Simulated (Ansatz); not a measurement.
## Volumes and bulk moduli along group 11 and 12

Method: DFT, revPBE, plane waves (420 eV) with PAW, scalar-relativistic in Ansatz 0.2.0. The PAW files were generated under PBE, with cores re-solved for the functional.

Each structure is relaxed within its symmetry, in the lowest magnetic state of the tried starts. B₀ comes from uniform scaling at fixed shape; a dash is a value not given. Some of these cells lie far above the measured volume under this functional.

| element | structure | V (Å³/atom) | B₀ (GPa) | magnetic state |
| --- | --- | --- | --- | --- |
| Cu | fcc | 12.26 | 129 | spin not included |
| Ag | fcc | 18.43 | 78 | spin not included |
| Au | fcc | 18.33 | 125 | spin not included |
| Zn | hcp | 15.66 | 66 | spin not included |
| Cd | hcp | 24.12 | 36 | spin not included |
| Hg | alpha-Hg (rhombohedral) | 117.02 | - | spin not included |
